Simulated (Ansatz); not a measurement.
# Bi (C2/m) in Ansatz: reference runs

How does Bi come out in PBE? The cell is run as given and disturbed.

All numbers are computed with Ansatz 0.2.0; they aren't measurements. Logs are shortened: lines on timing, memory, paths and dates and some standing lists are left out, and cuts for length are marked.

## (1) The structure

Symmetry: C2/m, No. 12, monoclinic system. Conventional cell: a = 6.977 Å, b = 6.265 Å, c = 3.359 Å, α = 90.00°, β = 112.04°, γ = 90.00°. Bi (site symmetry m) has 6 Bi at 3.21 to 3.45 Å as nearest neighbours.

This isn't the form of Bi at room conditions, which is rhombohedral.

## (2) Single point, PBE

input.yaml

```yaml
crystal:
  lattice:
    - [3.488598, -3.132578, 0.0]
    - [3.488598, 3.132578, 0.0]
    - [-1.260235, 0.0, 3.11355]
  atoms:
    - { symbol: Bi, position: [0.753061, 0.753061, 0.857382] }
    - { symbol: Bi, position: [0.246939, 0.246939, 0.142618] }
kpoints:
  mp_grid: { grid: [6, 6, 9] }
scf:
  occupations: { method: fermi_dirac, width: 0.05 }
hamiltonian:
  xc: pbe
  pseudopotentials: { kind: all_electron, lapw: { basis_error: 0.001 } }
output:
  forces: true
  stress: true
  eigenvalues: true
  populations: true
```

Potentials or basis: all-electron LAPW, scalar-relativistic.

The run is started by

```
$ ansatz run input.yaml --threads 1 --pin off --max-ram 3072MiB --backend cpu --events-out ev --progress --plain --runs-dir out
```

Standard output:

```text
Warning: RAYON_NUM_THREADS=1 ignored (pool sized by the plan → 1); use --threads N
Bi: projections on atomic orbitals take those of the free atom 1s2 2s2 2p6 3s2 3p6 3d10 4s2 4p6 4d10 4f14 5s2 5p6 5d10 6s2 6p3, of charge +0.00 (hamiltonian.pseudopotentials.projection_atoms)
LAPW: plane waves up to 7.059 Å⁻¹, error target 1.0e-3 eV per atom; small_component_spin mean_spin; Bi in spheres of 1.606 Å, 37 of its electrons in bands, Dirac shells [] (how accurate: hamiltonian.pseudopotentials.lapw.basis_error, Limitations)
Engine: ansatz 0.2.0, aarch64-unknown-linux-gnu
Pseudopotentials: kind: all_electron
Pseudopotential: Bi, LAPW, valence charge 37, lapw/all_electron/scalar/gaussian/Bi, Koelling and Harmon's equation, gaussian nucleus
Functional definition: PBE
  parameter kappa = 0.804
  parameter beta = 0.06672455060314922
  exchange = pbe_x(kappa = kappa, mu = beta*pi^2/3)
  correlation = pbe_c(beta = beta)
Crystal: 2 atoms, lattice volume = 68.052 Å³
Basis set: ecut = 189.86166011130922 eV, 401 PW (Γ), exchange–correlation at level 2
Bands: 45, of which v1, the nominal top of the filled ones, is band 37 counted from 1 (36 counted from 0)
Symmetry: 4 space group operations
Space group: C2/m (ITA 12), of the structure as read, at distance tolerance 4.1e-5 Å
k-points: 97 of 324
Non-local potential: Bi, projectors of the file, none
Initial density: superposition of atomic densities (chi_scale 0.1, normalization cell)
Initial wavefunctions: plane waves of lowest kinetic energy (no species holds an atomic orbital)
Functional: x = pbe(κ = 0.804, μ = 0.2195149727645171), c = pbe(β = 0.06672455060314922)
iter 1 solved again at ethr=3.18e-5 eV; its pass at ethr=1.00e-1 eV (dr2=2.35e-2 eV) is discarded
SCF iter   1: F=—  HF=-1171411.871492 eV  |F-HF|=—  |Δ(HF+E_count)|=         —  Δρ=6.68e-3  dr2=2.36e-2  ethr=3.18e-5  ⟨swp⟩=3.1  Hψ=27581  notcnv=0
preconditioner: auto → LDOS  [metal: Δε(μ)=0.057 eV  Ē_g=23.026 eV  σ=0.050 eV  W_gap=0.27  n_scr=20 (ndim 8)  ℏωp=24.7 eV  f_vac=0.107  D(μ)=0.98/eV (n_scr^D=4)  β→1.0]
iter 2 solved again at ethr=7.85e-7 eV; its pass at ethr=3.18e-5 eV (dr2=5.81e-4 eV) is discarded
SCF iter   2: F=—  HF=-1171411.874638 eV  |F-HF|=—  |Δ(HF+E_count)|=   3.15e-3  Δρ=1.01e-3  dr2=5.82e-4  ethr=7.85e-7  ⟨swp⟩=2.0  Hψ=21842  notcnv=0
SCF iter   3: F=—  HF=-1171411.872435 eV  |F-HF|=—  |Δ(HF+E_count)|=   2.20e-3  Δρ=4.18e-4  dr2=9.33e-5  ethr=7.85e-7  ⟨swp⟩=3.0  Hψ=13317  notcnv=0
SCF iter   4: F=—  HF=-1171411.870958 eV  |F-HF|=—  |Δ(HF+E_count)|=   1.48e-3  Δρ=1.61e-4  dr2=1.65e-5  ethr=1.26e-7  ⟨swp⟩=3.0  Hψ=12986  notcnv=0
SCF iter   5: F=—  HF=-1171411.870768 eV  |F-HF|=—  |Δ(HF+E_count)|=   1.90e-4  Δρ=4.86e-5  dr2=1.45e-6  ethr=2.24e-8  ⟨swp⟩=3.0  Hψ=13050  notcnv=0
SCF iter   6: F=—  HF=-1171411.870758 eV  |F-HF|=—  |Δ(HF+E_count)|=   1.01e-5  Δρ=6.82e-6  dr2=2.16e-8  ethr=1.96e-9  ⟨swp⟩=3.0  Hψ=13079  notcnv=0
SCF iter   7: F=-1171411.870758 eV  HF=-1171411.870758 eV  |F-HF|=6.98e-9  |Δ(HF+E_count)|=   1.43e-7  Δρ=2.02e-6  dr2=6.09e-9  ethr=2.92e-11  ⟨swp⟩=3.0  Hψ=13243  notcnv=0
SCF 1 converged in 7 iterations: F = -1171411.870758 eV  dr2 = 6.09e-9
SCF converged after 7 iterations
Free energy (F): -1171411.870758 eV
Harris-Foulkes:  -1171411.870758 eV  (|F-HF|=6.98e-9)
Internal energy: -1171411.862588 eV  (E = F + TS)
E sigma→0 (E₀):  -1171411.866673 eV
Entropy (-TS):   -0.008169 eV (-4.085 meV/atom)
Fermi energy:    14.036989 eV
--- Per-component energies (eV) ---
  E_band       = -5335.908888
  E_kinetic    = 1356068.445299
  E_xc         = -21610.905795
  E_electrostatic = -2505869.402092  (all electrons and nuclei)
  E_smearing   = -0.008169  (= −TS)
  E_closure    = 0.000000  (closes the sum)
  E_atoms      = -1171404.213804  (free atoms, spherical and without spin; not in F)
  Σ components = -1171411.870758   (vs F -1171411.870758, Δ=0.00e0)
  Basis errors (estimates in eV, not in F): energy 3.4e-4 per atom: plane waves 3.2e-4 (1.7e-4 summed), levels above the bands 1.1e-85, relativity 5.4e-8, radial functions 1.3e-5, core shells 7.9e-9; eigenvalues (radial functions only) 1.4e-6; not estimated: angular momenta, meshes, grids; target (lapw.basis_error) 1.0e-3; muffin-tin radii Bi 1.606 Å
--- Forces (eV/Å), atoms counted from 1 ---
  atom   1  Bi     0.03963811     0.00000000     0.01410671
  atom   2  Bi    -0.03963811    -0.00000000    -0.01410671
  max |Σ_I F_I| component: 0.00e0 eV/Å
--- Stress (GPa, compression-positive) ---
        0.047861       0.000000      -0.251864
        0.000000      -0.649580      -0.000000
       -0.251864      -0.000000       0.755168
  P = ⅓ Tr σ = 0.0511 GPa (0.511 kbar)
--- Band table (eV; the first three rows and the last of 97) ---
  k-point 0: bands = ["-139.1470", "-139.1469", "-134.2800", "-134.2800", "-134.2800", "-134.2800", "-134.2757", "-134.2757", "-134.2754", "-134.2754", "-134.2725", "-134.2725", "-134.2719", "-134.2719", "-134.2709", "-134.2709", "-77.4060", "-77.4060", "-77.4059", "-77.4037", "-77.3897", "-77.3875", "-8.9401", "-8.9088", "-8.8649", "-8.8425", "-8.7589", "-8.7356", "-8.7202", "-8.7100", "-8.6799", "-8.5911", "0.9545", "4.8844", "10.9710", "11.2503", "16.8122", "17.0993", "17.7682", "18.1453", "18.3077", "20.7793", "22.2614", "22.7532", "23.3394"]
  k-point 1: bands = ["-139.1470", "-139.1469", "-134.2800", "-134.2800", "-134.2800", "-134.2800", "-134.2757", "-134.2757", "-134.2754", "-134.2754", "-134.2725", "-134.2725", "-134.2719", "-134.2719", "-134.2709", "-134.2709", "-77.4062", "-77.4061", "-77.4060", "-77.4037", "-77.3896", "-77.3875", "-8.9345", "-8.8865", "-8.8386", "-8.8384", "-8.7659", "-8.7433", "-8.7293", "-8.7176", "-8.6818", "-8.5952", "1.1268", "4.9331", "11.0840", "11.5164", "15.9883", "16.9938", "17.0242", "17.2511", "17.7857", "21.4498", "22.3956", "22.4784", "23.1454"]
  k-point 2: bands = ["-139.1470", "-139.1469", "-134.2800", "-134.2800", "-134.2800", "-134.2800", "-134.2757", "-134.2757", "-134.2754", "-134.2754", "-134.2725", "-134.2725", "-134.2719", "-134.2719", "-134.2709", "-134.2709", "-77.4067", "-77.4066", "-77.4059", "-77.4037", "-77.3895", "-77.3876", "-8.9198", "-8.8315", "-8.8277", "-8.7832", "-8.7789", "-8.7590", "-8.7524", "-8.7313", "-8.6871", "-8.6067", "1.6289", "5.0646", "11.4106", "12.2126", "13.4915", "15.0725", "16.5648", "17.2298", "17.9915", "21.2675", "21.3549", "22.7250", "23.6063"]
  k-point 96: bands = ["-139.1469", "-139.1469", "-134.2800", "-134.2800", "-134.2800", "-134.2800", "-134.2757", "-134.2757", "-134.2754", "-134.2754", "-134.2725", "-134.2725", "-134.2719", "-134.2719", "-134.2709", "-134.2709", "-77.4077", "-77.4075", "-77.4059", "-77.4036", "-77.3893", "-77.3877", "-8.8549", "-8.8237", "-8.8092", "-8.7999", "-8.7932", "-8.7622", "-8.7285", "-8.7160", "-8.6478", "-8.6358", "3.8150", "4.6380", "10.3122", "11.4733", "11.6263", "13.2403", "15.4138", "16.0686", "20.2758", "22.3596", "22.4354", "23.2828", "24.7220"]
--- Löwdin populations: 2 sites ---
  site symbol       q [e]
     0     Bi     82.9737
     1     Bi     82.9737
  spilling = 0.000316 (of n_electrons = 166.000000)
```

It took 70 s on 1 thread of Arm Neoverse N1, shared host; peak memory 0.47 GiB.

Results:

```
Free energy            : -1171411.8708 eV
Pressure               : 0.1 GPa
Largest force          : 0.042 eV/Å
Band gap on the k mesh : none (metal or under the smearing width)
```

Forces on the atoms (eV/Å):
```
Bi   0.040  0.000  0.014
Bi  -0.040  0.000 -0.014
```

Stress tensor (GPa, compression positive):
```
 0.05  0.00 -0.25
 0.00 -0.65  0.00
-0.25  0.00  0.76
```

Levels at points of the mesh, in eV from the Fermi level:
```
             k point  band 33  band 34  band 35  band 36  band 37  band 38  band 39  band 40  band 41  band 42
  (0.00, 0.00, 0.00)   -13.08    -9.15    -3.07    -2.79     2.78     3.06     3.73     4.11     4.27     6.74
 (0.00, -0.50, 0.00)   -11.64   -11.43    -1.13    -0.96    -0.73    -0.67     3.41     4.54     7.65     8.36
(-0.50, -0.50, 0.00)   -11.24   -10.98    -4.92    -4.90     3.14     3.88     5.18     5.54     8.87     9.74
```

Caveat: spin-orbit coupling is left out, which moves the levels of the heavy elements.

## (3) Single point, PBE (atoms moved at random, drawn with an rms of 0.05 Å)

Edit input.yaml of step 2 so:

```diff
@@ -6,4 +6,4 @@
   atoms:
-    - { symbol: Bi, position: [0.753061, 0.753061, 0.857382] }
-    - { symbol: Bi, position: [0.246939, 0.246939, 0.142618] }
+    - { symbol: Bi, position: [0.750228, 0.751586, 0.849097] }
+    - { symbol: Bi, position: [0.247102, 0.253077, 0.144755] }
 kpoints:
```

Potentials or basis: all-electron LAPW, scalar-relativistic.

The run is started by

```
$ ansatz run input.yaml --threads 1 --pin off --max-ram 3072MiB --backend cpu --events-out ev --progress --plain --runs-dir out
```

It took 1.8 min on 1 thread of Arm Neoverse N1, shared host; peak memory 0.64 GiB.

It converged, with:

- Free energy: -1171411.8682 eV
- Pressure: -0.1 GPa
- Largest force: 0.095 eV/Å
- Band gap on the k mesh: none (metal or under the smearing width)

Forces on the atoms (eV/Å):
```
Bi   0.083  0.015  0.044
Bi  -0.083 -0.015 -0.044
```

Stress tensor (GPa, compression positive):
```
-0.04 -0.02 -0.32
-0.02 -0.80 -0.02
-0.32 -0.02  0.68
```

Levels at points of the mesh, in eV from the Fermi level:
| k point | band 35 | band 36 | band 37 | band 38 | band 39 | band 40 |
| --- | --- | --- | --- | --- | --- | --- |
| (0.00, 0.00, 0.00) | -3.06 | -2.79 | 2.79 | 3.07 | 3.69 | 4.06 |
| (0.00, -0.50, 0.00) | -1.10 | -0.92 | -0.77 | -0.71 | 3.41 | 4.53 |
| (-0.50, 0.00, 0.00) | -1.06 | -0.96 | -0.79 | -0.71 | 3.43 | 4.51 |
| (-0.50, -0.50, 0.00) | -4.92 | -4.91 | 3.11 | 3.92 | 5.17 | 5.52 |

Caveat: spin-orbit coupling is left out, which moves the levels of the heavy elements.
